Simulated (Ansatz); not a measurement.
**Ni (sc type): how the settings move a single-point run**

Question: which choices in the input matter for Ni (sc type)?

Computed with Ansatz 0.2.0 (reference: DFT, PBE, all-electron LAPW, scalar-relativistic, unless a step's input says otherwise).

2 further runs of the same task are left out: 2 that didn't finish.

## (1) The system as given

It takes space group Pm-3m (No. 221, cubic). Conventional cell: a = 2.209 Å, b = 2.209 Å, c = 2.209 Å, α = 90.00°, β = 90.00°, γ = 90.00°. Ni (site symmetry m-3m) has 6 Ni at 2.21 Å as nearest neighbours.

Structure file:

```cif
data_structure
_symmetry_space_group_name_H-M 'Pm-3m'
_symmetry_Int_Tables_number 221
_cell_length_a 2.2090
_cell_length_b 2.2090
_cell_length_c 2.2090
_cell_angle_alpha 90.000
_cell_angle_beta 90.000
_cell_angle_gamma 90.000
_cell_volume 10.78
loop_
_atom_site_label
_atom_site_type_symbol
_atom_site_symmetry_multiplicity
_atom_site_Wyckoff_symbol
_atom_site_fract_x
_atom_site_fract_y
_atom_site_fract_z
_atom_site_occupancy
Ni1 Ni 1 a 0.00000 0.00000 0.00000 1
```

## (2) Reference

input.yaml reads:

```yaml
crystal:
  lattice:
    - [2.2090328074, 0.0, 0.0]
    - [0.0, 2.2090328074, 0.0]
    - [0.0, 0.0, 2.2090328074]
  atoms:
    - { symbol: Ni, position: [0.0, 0.0, 0.0], spin: 1.0 }
magnetization:
  spin_polarized: true
kpoints:
  mp_grid: { grid: [18, 18, 18] }
scf:
  occupations: { method: fermi_dirac, width: 0.1 }
hamiltonian:
  xc: pbe
  pseudopotentials: { kind: all_electron, lapw: { basis_error: 0.001 } }
output:
  forces: true
  stress: true
  eigenvalues: true
  populations: true
```

Run with:

```bash
$ ansatz run input.yaml --threads 1 --pin off --max-ram 3072MiB --backend cpu --events-out ev --progress --plain --runs-dir out
```

From the output:

```text
[...]
Basis set: ecut = 409.47010813985105 eV, 203 PW (Γ), exchange–correlation at level 2
[...]
Magnetic group: BNS 221.92 (UNI 1594), of the structure as read, at distance tolerance 2.2e-5 Å
k-points: 220 of 5832
[...]
SCF iter   1: F=—  HF=-41382.008147 eV  |F-HF|=—  |Δ(HF+E_count)|=         —  Δρ=2.98e-2 (↑2.04e-2 ↓2.98e-2)  dr2=3.33e-2  dr2_m=5.60e-2  M=0.579 μB ∫|m|=0.589 μB  β_m=0.30  ethr=1.86e-4  ⟨swp⟩=3.0  Hψ=44305  notcnv=0
[...]
preconditioner: auto → none  [metal: Δε(μ)=0.002 eV  Ē_g=17.413 eV  σ=0.100 eV  W_gap=0.01  n_scr=6 (ndim 8)  ℏωp=35.8 eV  f_vac=0.000  D(μ)=1.67/eV (n_scr^D=26)  sad-step TF]
SCF iter   2: F=—  HF=-41382.012304 eV  |F-HF|=—  |Δ(HF+E_count)|=   4.16e-3  Δρ=2.28e-2 (↑1.67e-2 ↓2.28e-2)  dr2=1.57e-2  dr2_m=3.58e-2  M=0.540 μB ∫|m|=0.552 μB  β_m=0.65  ethr=1.85e-4  ⟨swp⟩=2.0  Hψ=16018  notcnv=0
[...]
SCF iter   8: F=—  HF=-41382.012985 eV  |F-HF|=—  |Δ(HF+E_count)|=   3.81e-9  Δρ=2.19e-6 (↑2.19e-6 ↓1.83e-6)  dr2=2.67e-10  dr2_m=2.80e-10  M=0.362 μB ∫|m|=0.380 μB  β_m=0.98  ethr=3.97e-11  ⟨swp⟩=3.0  Hψ=17892  notcnv=0
SCF iter   9: F=-41382.012985 eV  HF=-41382.012985 eV  |F-HF|=6.55e-11  |Δ(HF+E_count)|=   1.32e-9  Δρ=4.80e-7 (↑1.73e-7 ↓4.80e-7)  dr2=7.71e-12  dr2_m=1.00e-11  M=0.362 μB ∫|m|=0.380 μB  ethr=1.48e-12  ⟨swp⟩=2.8  Hψ=16925  notcnv=0
[...]
SCF converged after 9 iterations
Magnetization: 0.3625 μB (9.1812 up, 8.8188 down)
[...]
Free energy (F): -41382.012985 eV
[...]
E sigma→0 (E₀):  -41381.984290 eV
[...]
Fermi energy:    18.534754 eV
[...]
  P = ⅓ Tr σ = 33.4038 GPa (334.038 kbar)
[...]
```

Wall time 30 s (1 thread of Intel Xeon Platinum 8488C (Sapphire Rapids), shared host); peak memory 0.56 GiB.

## (3) Variant: mp_grid.grid [22, 22, 22], mixing.algorithm broyden, mixing.beta 0.9, mixing.ndim 16, preconditioner kerker

input.yaml: that of step 2 with these lines changed.

```diff
@@ -10,5 +10,6 @@
 kpoints:
-  mp_grid: { grid: [18, 18, 18] }
+  mp_grid: { grid: [22, 22, 22] }
 scf:
   occupations: { method: fermi_dirac, width: 0.1 }
+  mixing: { algorithm: broyden, beta: 0.9, ndim: 16, preconditioner: kerker }
 hamiltonian:
```

Run with:

```bash
$ ansatz run input.yaml --threads 1 --pin off --max-ram 3072MiB --backend cpu --events-out ev --progress --plain --runs-dir out
```

What it wrote:

```text
Ni: projections on atomic orbitals take those of the free atom 1s2 2s2 2p6 3s2 3p6 3d8 4s2, of charge +0.00 (hamiltonian.pseudopotentials.projection_atoms)
LAPW: plane waves up to 10.367 Å⁻¹, error target 1.0e-3 eV per atom; small_component_spin mean_spin; Ni in spheres of 1.105 Å, 18 of its electrons in bands, Dirac shells []
Engine: ansatz 0.2.0
Pseudopotentials: kind: all_electron
Pseudopotential: Ni, LAPW, valence charge 18, Koelling and Harmon's equation, gaussian nucleus
Functional definition: PBE
  parameter kappa = 0.804
  parameter beta = 0.06672455060314922
  exchange = pbe_x(kappa = kappa, mu = beta*pi^2/3)
  correlation = pbe_c(beta = beta)
Crystal: 1 atoms, lattice volume = 10.780 Å³
Basis set: ecut = 409.47010813985105 eV, 203 PW (Γ), exchange–correlation at level 2
Bands: 14, of which v1, the nominal top of the filled ones, is band 9 counted from 1 (8 counted from 0)
Symmetry: 48 space group operations
Space group: Pm-3m (ITA 221), of the structure as read, at distance tolerance 2.2e-5 Å
Magnetic group: BNS 221.92 (UNI 1594), of the structure as read, at distance tolerance 2.2e-5 Å
k-points: 364 of 10648
Non-local potential: Ni, projectors of the file, none
Initial density: superposition of atomic densities (chi_scale 0.1, normalization cell)
Starting moments: Σ|m| = 1 μB on 1 of 1 site
Initial wavefunctions: plane waves of lowest kinetic energy (no species holds an atomic orbital)
Functional: x = pbe(κ = 0.804, μ = 0.2195149727645171), c = pbe(β = 0.06672455060314922)
spin=Collinear: Kerker preconditioning applied to the charge; magnetization (m = ρ↑ − ρ↓) channel mixes plain (no charge-response kernel on spin).
iter 1 solved again at ethr=1.19e-4 eV; its pass at ethr=1.00e-1 eV (dr2=2.14e-2 eV) is discarded
SCF iter   1: F=—  HF=-41381.987353 eV  |F-HF|=—  |Δ(HF+E_count)|=         —  Δρ=2.64e-2 (↑1.94e-2 ↓2.64e-2)  dr2=2.11e-2  dr2_m=4.77e-2  M=0.609 μB ∫|m|=0.619 μB  β_m=1.00  ethr=1.19e-4  ⟨swp⟩=3.1  Hψ=74336  notcnv=0
Mixer restart at iter 1: flushing history
SCF iter   2: F=—  HF=-41382.016272 eV  |F-HF|=—  |Δ(HF+E_count)|=   2.89e-2  Δρ=1.00e-2 (↑7.34e-3 ↓1.00e-2)  dr2=3.94e-3  dr2_m=6.73e-3  M=0.471 μB ∫|m|=0.493 μB  β_m=1.00  ethr=1.17e-4  ⟨swp⟩=2.0  Hψ=28339  notcnv=0  defer=1  κ⁻¹=1.0e0(r=1)
SCF iter   3: F=—  HF=-41382.038438 eV  |F-HF|=—  |Δ(HF+E_count)|=   2.22e-2  Δρ=3.66e-3 (↑3.25e-3 ↓3.66e-3)  dr2=4.29e-3  dr2_m=6.56e-6  M=0.408 μB ∫|m|=0.431 μB  β_m=1.00  ethr=2.19e-5  ⟨swp⟩=2.9  Hψ=29436  notcnv=0  κ⁻¹=7.3e-1(r=2)
iter 4 solved again at ethr=1.38e-6 eV; its pass at ethr=2.19e-5 eV (dr2=2.48e-4 eV) is discarded
SCF iter   4: F=—  HF=-41382.012963 eV  |F-HF|=—  |Δ(HF+E_count)|=   2.55e-2  Δρ=9.76e-4 (↑6.12e-4 ↓9.76e-4)  dr2=2.48e-4  dr2_m=1.04e-5  M=0.384 μB ∫|m|=0.406 μB  β_m=1.00  ethr=1.38e-6  ⟨swp⟩=2.0  Hψ=47675  notcnv=0  κ⁻¹=4.5e-3(r=3)
SCF iter   5: F=—  HF=-41382.012898 eV  |F-HF|=—  |Δ(HF+E_count)|=         —  Δρ=5.28e-4 (↑2.78e-4 ↓5.28e-4)  dr2=6.26e-5  dr2_m=4.19e-6  M=0.377 μB ∫|m|=0.396 μB  β_m=1.00  ethr=1.38e-6  ⟨swp⟩=2.0  Hψ=26519  notcnv=0  κ⁻¹=4.5e-3(r=3)
the basis was enlarged: its passes take 341.9 KiB over the memory plan, 2 of 2 planned eigensolver slots
SCF iter   6: F=—  HF=-41382.012903 eV  |F-HF|=—  |Δ(HF+E_count)|=   4.46e-6  Δρ=1.47e-4 (↑1.15e-4 ↓1.47e-4)  dr2=7.56e-6  dr2_m=6.22e-8  M=0.374 μB ∫|m|=0.392 μB  β_m=1.00  ethr=3.48e-7  ⟨swp⟩=2.0  Hψ=26519  notcnv=0  κ⁻¹=2.3e-5(r=4)
SCF iter   7: F=—  HF=-41382.012903 eV  |F-HF|=—  |Δ(HF+E_count)|=   2.31e-7  Δρ=2.18e-5 (↑2.15e-5 ↓2.18e-5)  dr2=2.41e-8  dr2_m=3.57e-8  M=0.373 μB ∫|m|=0.391 μB  β_m=1.00  ethr=4.20e-8  ⟨swp⟩=2.0  Hψ=26518  notcnv=0  κ⁻¹=6.7e-7(r=5)
SCF iter   8: F=—  HF=-41382.012903 eV  |F-HF|=—  |Δ(HF+E_count)|=   2.90e-7  Δρ=4.69e-6 (↑4.69e-6 ↓4.46e-6)  dr2=4.08e-9  dr2_m=2.32e-10  M=0.373 μB ∫|m|=0.392 μB  β_m=1.00  ethr=1.34e-10  ⟨swp⟩=3.0  Hψ=29790  notcnv=0  κ⁻¹=4.9e-8(r=6)
SCF iter   9: F=-41382.012903 eV  HF=-41382.012903 eV  |F-HF|=3.42e-10  |Δ(HF+E_count)|=   3.43e-9  Δρ=1.49e-6 (↑1.47e-6 ↓1.49e-6)  dr2=5.17e-10  dr2_m=4.16e-12  M=0.373 μB ∫|m|=0.392 μB  ethr=2.26e-11  ⟨swp⟩=2.2  Hψ=26676  notcnv=0
SCF 1 converged in 9 iterations: F = -41382.012903 eV  dr2 = 5.17e-10
this state was not tested for a lower state beside it, because the mixer in use, unlike msr1, does not test its closes by its own steps (another_mixer; see scf.mixing.algorithm and scf.lower_state_search)
SCF converged after 9 iterations
Magnetization: 0.3734 μB (9.1867 up, 8.8133 down)
Absolute magnetization: 0.3918 μB (∫|ρ↑−ρ↓|)
Spin contamination: 0.0023 ħ² per cell (⟨S²⟩ above its minimum at these occupations)
Per-site moments (μB) at R_I (Å): [(0.38239269842636503, 1.104516387241422)]
Free energy (F): -41382.012903 eV
Harris-Foulkes:  -41382.012903 eV  (|F-HF|=3.42e-10)
Internal energy: -41381.955703 eV  (E = F + TS)
E sigma→0 (E₀):  -41381.984303 eV
Entropy (-TS):   -0.057200 eV (-57.200 meV/atom)
Fermi energy:    18.536704 eV
--- Per-component energies (eV) ---
  E_band       = -278.602385
  E_kinetic    = 42051.331720
  E_xc         = -1731.881897
  E_electrostatic = -81701.405526  (all electrons and nuclei)
  E_smearing   = -0.057200  (= −TS)
  E_closure    = 0.000000  (closes the sum)
  E_atoms      = -41375.755904  (free atoms, spherical and without spin; not in F)
  Σ components = -41382.012903   (vs F -41382.012903, Δ=0.00e0)
  Basis errors (estimates in eV, not in F): energy 3.4e-4 per atom: plane waves 3.3e-4 (1.7e-4 summed), levels above the bands 2.6e-83, relativity 2.3e-8, radial functions 1.1e-5, core shells 9.5e-9; eigenvalues (radial functions only) 2.3e-6; not estimated: angular momenta, meshes, grids; target (lapw.basis_error) 1.0e-3; muffin-tin radii Ni 1.105 Å
--- Forces (eV/Å), atoms counted from 1 ---
  atom   1  Ni    -0.00000000     0.00000000     0.00000000
  max |Σ_I F_I| component: 4.44e-31 eV/Å
--- Stress (GPa, compression-positive) ---
       33.439103       0.000000       0.000000
        0.000000      33.439103       0.000000
        0.000000       0.000000      33.439103
  P = ⅓ Tr σ = 33.4391 GPa (334.391 kbar)
--- Band table (eV; the first three rows and the last of 728) ---
  k-point 0 ↑: bands = ["-84.9724", "-45.1449", "-45.1449", "-45.1449", "9.4441", "14.2576", "14.2576", "18.3292", "18.3292", "18.3292", "39.7859", "39.7859", "39.7859", "43.8133"]
  k-point 1 ↑: bands = ["-84.9713", "-45.1533", "-45.1442", "-45.1442", "9.5129", "14.2683", "14.2922", "18.2995", "18.2995", "18.3315", "38.7792", "39.8805", "39.8805", "43.8196"]
  k-point 2 ↑: bands = ["-84.9682", "-45.1775", "-45.1422", "-45.1422", "9.7174", "14.2994", "14.3946", "18.2138", "18.2138", "18.3384", "36.8583", "40.1611", "40.1611", "43.8387"]
  k-point 363 ↓: bands = ["-84.3525", "-45.0059", "-45.0059", "-45.0059", "14.9536", "14.9536", "14.9536", "19.7224", "19.7224", "31.8436", "31.8436", "31.8436", "32.6433", "37.2009"]
--- Löwdin populations: 1 site ---
  site symbol       q [e]    m [muB]
     0     Ni     27.7978     0.3800
  spilling = 0.007220 (of n_electrons = 28.000000)
```

Wall time 50 s (1 thread of Intel Xeon Platinum 8488C (Sapphire Rapids), shared host); peak memory 0.72 GiB.

Changing the k-point mesh and mixing leaves the energy as it was (+0.1 meV/atom). Cost: 50 s against 30 s.

## (4) All runs together

| run | ending | energy change | pressure (GPa) | abs. moment (μB) | force (eV/Å) | cycles | time |
| --- | --- | --- | --- | --- | --- | --- | --- |
| reference | converged | 0 | 33.4 | 0.38 | 0.00 | 9 | 30 s |
| 1: mp_grid.grid [22, 22, 22], mixing.algorithm broyden, mixing.beta 0.9, mixing.ndim 16, preconditioner kerker | converged | +0.1 meV/atom | 33.4 | 0.39 | 0.00 | 9 | 50 s |

Residual by cycle in the longest SCF loop of each run; runs are numbered as in the table. The quantity is the density residual dr2, in eV.

| cycle | reference | run 1 |
| --- | --- | --- |
| 1 | 0.0333 | 0.0211 |
| 2 | 0.0157 | 0.00394 |
| 3 | 0.0218 | 0.00429 |
| 4 | 5.5e-5 | 2.5e-4 |
| 5 | 3.2e-6 | 6.3e-5 |
| 6 | 7.2e-9 | 7.6e-6 |
| 7 | 2.5e-8 | 2.4e-8 |
| 8 | 2.7e-10 | 4.1e-9 |
| 9 | 7.7e-12 | 5.2e-10 |

**Reading.** Changing the k-point mesh and mixing hardly moves the energy: +0.1 meV/atom. Cost: 50 s against 30 s. The structure is not at rest: the sound run finds 33 GPa, so these are no properties of the relaxed crystal. 
